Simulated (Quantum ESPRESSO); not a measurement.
Runs of Quantum ESPRESSO 7.5 on BN. Symmetry: F-43m, No. 216, cubic system. Conventional cell: a = 3.626 Å, b = 3.626 Å, c = 3.626 Å, α = 90.00°, β = 90.00°, γ = 90.00°. Around N (site symmetry -43m) lie 4 B at 1.57 Å. B (site symmetry -43m) is surrounded by 4 N at 1.57 Å. The cell is a database's computed one.

```csv
task,level,potentials or basis,cell,k mesh,cutoff (eV),smearing,SCF threshold,q mesh for exact exchange,cutoff for exact exchange,k mesh for the Wannier functions,q mesh,mesh quality,gap on the mesh (eV),pressure (GPa)
single point,PBE,SG15 PBE 1.2,as given,6 × 6 × 6,952,fermi-dirac 0.05 eV,4e-10 Ry,-,-,-,-,coarse,4.53,-
Wannier functions,PBEsol,GBRV 1.5 PBEsol,as given,8 × 8 × 8,612,fermi-dirac 0.05 eV,4e-10 Ry,-,-,8 × 8 × 8,-,not flagged,(a),-5.8
phonons,PBEsol,GBRV 1.5 PBEsol,relaxed,"8 × 8 × 8, shifted",612,fermi-dirac 0.05 eV,4e-10 Ry,-,-,-,-,not flagged,-,0.0
phonon dispersion,PBEsol,GBRV 1.5 PBEsol,relaxed,"6 × 6 × 6, shifted",612,fermi-dirac 0.05 eV,4e-10 Ry,-,-,-,3 × 3 × 3,coarse,-,0.0
phonons,PBEsol,PseudoDojo 0.4.1 SR PBEsol standard,relaxed to 80 GPa,"8 × 8 × 8, shifted",1143,fermi-dirac 0.05 eV,4e-10 Ry,-,-,-,-,not flagged,-,80.0
```

Alike in all rows: no spin polarisation.

Problem. Estimate the missing entries.

Solution. (a) 4.27.

Caveats: some runs use coarse meshes; the cell is more than 3 GPa from zero pressure, which shifts response properties (some runs).

A k mesh can miss the band edges.
